**SnSe₂: smearing functions and the electron count**

Without doping, the valence bands of a crystal with a gap hold exactly two electrons per band and cell. Fixed filling meets this count by giving every valence level occupation one and every conduction level zero. A smearing function has to reach the same count by placing the Fermi level $\mu$. If it takes as much from the levels below $\mu$ as it adds to those above, a place near the middle of the gap will do. If it adds on both sides, the middle of the gap holds too many electrons, and $\mu$ has to move.

SnSe₂ (P-3m1, 3-atom cell) at fixed geometry, computed with GPAW 26.7.0 using PBE, PAW data sets (gpaw-data 1.2.1), a 600 eV plane-wave cutoff and a 6×6×4 k mesh, without spin polarisation or spin-orbit coupling. The sweep value is the smearing function; energies are extrapolated to zero smearing, and gaps are taken on the k mesh.

```tsv
sweep value	energy less tightest (meV/atom)	pressure (GPa)	gap (eV)	force miss (eV/Å)	scf iterations
fermi-dirac	0.330	5.364	0.82740	0.002	10
gaussian	0.000	5.356	0.82680	0.000	10
marzari-vanderbilt	0.590	5.341	0.83240	0.015	10
methfessel-paxton	0.060	5.355	0.82680	0.001	10
tetrahedron-method	0.000	5.356	0.82680	0.000	10
improved-tetrahedron-method	0.000	5.356	0.82680	0.000	10
fixed	0.000	5.356	0.82680	0.000	10
```

Energies are counted from the run with fixed filling, and the force miss is the deviation from the forces of that run. Gaussian smearing and both tetrahedron methods reproduce fixed filling in every column. Fermi-Dirac smearing lies 0.33 meV/atom higher and Marzari-Vanderbilt (cold) smearing 0.59 meV/atom higher. The question is why these two stand out, and why in this order.

**Is it noise?** The energy tolerance of the self-consistency cycle amounts to about 0.09 meV/atom. The Fermi-Dirac shift is about four times as large and the Marzari-Vanderbilt shift about seven times, so unfinished convergence is a poor explanation for either. The Methfessel-Paxton shift lies below the tolerance only if the Sn 4d electrons count as valence, as I assumed here. Its forces move too, by about 0.001 eV/Å, so the shift may be real. Neither explanation below would then account for it, since this function is symmetric about $\mu$ and its tail is nearly as short as the Gaussian one.

**Is it the length of the tail?** This is the tempting answer. Let $w$ be the smearing width and $x$ the distance of a band edge from $\mu$ in units of $w$. Far above $\mu$, the Fermi-Dirac occupation $f=1/(1+e^{x})$ falls as $e^{-x}$, whereas a Gaussian one falls roughly as $e^{-x^2}$. When the width is small against the gap, the first tail can still reach across while the second has died out.

A molecule with one filled and one empty level, separated by the gap of the crystal, lets me put a size on this. With $\mu$ in the middle, moving a little charge upwards raises the internal energy by $w\,x f$ per level and spin and lowers the free energy by $w\ln(1+e^{-x})$. The extrapolated energy is the mean of the two energies, so it changes by

$$\Delta E=\frac{w}{2}\left[x f-\ln(1+e^{-x})\right].$$

In a metal the rise and the fall nearly cancel, which is why the mean is used. Across a gap the rise is about $x$ times the fall, and an upward shift remains.

The table does not record the smearing width. For the estimate I assume 0.1 eV, the same for all functions. Half the gap is 0.413 eV, hence $x=4.13$ and $f=0.016$. The bracket is then 0.049 and $\Delta E$ about 2.5 meV per level and spin. Two levels with two spins each, shared among three atoms, give

$$\tfrac{4}{3}\times 2.5\ \text{meV}\approx 3.3\ \text{meV/atom}.$$

The sign agrees with the table, but the size is ten times too large. That is the expected direction of error, because the molecule keeps all its levels at the edges of the gap, while in a crystal most levels lie further away. The estimate also depends steeply on the assumed width: halving it to 0.05 eV gives only 0.06 meV/atom. Nothing was fitted, and the model supports a sign and a rough scale, no more.

The same width accounts for the Gaussian row, since its tail puts only about $3\times10^{-9}$ of an electron into a level at the conduction edge. Tail length therefore explains why Fermi-Dirac smearing disturbs this crystal and Gaussian smearing does not.

It fails for Marzari-Vanderbilt smearing. With $\mu$ in the middle of the gap, this function changes the occupation of a valence-edge level by about $3\times10^{-6}$, some 6000 times less than the Fermi-Dirac tail. Its energy shift should then be invisible, yet it is 1.8 times the Fermi-Dirac shift. At this common width, a tail reaching out from mid-gap cannot be the cause.

**Is it the count?** Cold smearing is lopsided by construction. Its occupation is never negative above $\mu$, and it exceeds one for levels more than about one width below: 1.08 at a depth of 1.5 widths, but 0.77 at half a width. With $\mu$ deep in the gap, every valence level is slightly overfilled and no conduction level makes up for it. The surplus is tiny, but a program that solves for the exact count has to remove it.

The only levels that can give electrons back are those within about one width of $\mu$. The Fermi level must therefore come down to the top of the valence band, where the highest states are partly emptied and deeper ones overfilled. The charge is then rearranged inside the valence band, however far away the conduction band lies. A much wider gap can still protect a calculation in practice: in its middle the surplus may be smaller than the program's tolerance for the count, and $\mu$ can stay there.

Here the molecule behaves differently, and the difference is instructive. Its single filled level can sit at just the depth where the occupation equals one, so its filling stays right. A band spreads over many energies, and its levels cannot all sit at that depth. Dispersion thus weakens the Fermi-Dirac error, because few levels lie at the edges, but it is what lets cold smearing disturb the filling. The energy is less safe: the entropy term of cold smearing does not vanish at that depth, so even the molecule's energy would shift.

The other columns fit this picture. With Marzari-Vanderbilt smearing the gap widens by 5.6 meV and the forces change by up to 0.015 eV/Å, against 0.6 meV and 0.002 eV/Å with Fermi-Dirac smearing. Extrapolation corrects only the energy, so a fault in that step could not move the gap or the forces; the electron density itself must differ. That the density differs because $\mu$ has dropped to the valence edge is my inference from the form of the function. The position of $\mu$ in that run would decide it. The argument also gives neither the sign nor the size of the energy shift, which depend on the spread of the valence levels and on the entropy term. It shows why cold smearing can disturb a crystal with a gap at all, but not why its shift is larger than the Fermi-Dirac one.

**What carries over.** For a similar semiconductor with a larger gap, the Fermi-Dirac error at the same width should fall roughly exponentially. For cold smearing, the thing to check is where the Fermi level has settled. The agreement between the tetrahedron methods and fixed filling says nothing about the k mesh, because with a gap both reduce to full and empty bands.

SnSe₂ is studied as a transistor channel. For the undoped channel material, fixed filling is the natural choice. A doped channel or a metal contact has partly filled bands, and there the count has to be met with fractional occupations.

Output of the analysis:

```
SCF energy tolerance, meV/atom: 0.08667
Fermi-Dirac energy shift over SCF tolerance: 3.808
Marzari-Vanderbilt energy shift over SCF tolerance: 6.808
Methfessel-Paxton energy shift over SCF tolerance: 0.6923
Marzari-Vanderbilt energy shift over Fermi-Dirac energy shift: 1.788
gap shift of Fermi-Dirac from fixed, meV: 0.6
gap shift of Marzari-Vanderbilt from fixed, meV: 5.6
pressure shift of Marzari-Vanderbilt from fixed, GPa: -0.015
half of the mesh gap with fixed filling, eV: 0.4134
Fermi-Dirac occupation of an empty edge level, mid-gap Fermi level, trial width 0.1 eV: 0.01577
flat-band Fermi-Dirac energy shift, trial width 0.05 eV, meV/atom: 0.06215
flat-band Fermi-Dirac energy shift, trial width 0.1 eV, meV/atom: 3.286
flat-band Fermi-Dirac energy shift, trial width 0.2 eV, meV/atom: 15.07
Gaussian occupation of an empty edge level, trial width 0.1 eV: 2.581e-09
Gaussian occupation of an empty edge level, trial width 0.2 eV: 0.001738
Marzari-Vanderbilt overfilling of a filled edge level, mid-gap Fermi level, trial width 0.1 eV: 2.528e-06
Fermi-Dirac tail over Marzari-Vanderbilt overfilling, trial width 0.1 eV: 6237
Marzari-Vanderbilt occupation of a level 0.5 widths below the Fermi level: 0.767
Marzari-Vanderbilt occupation of a level 1.5 widths below the Fermi level: 1.082
```
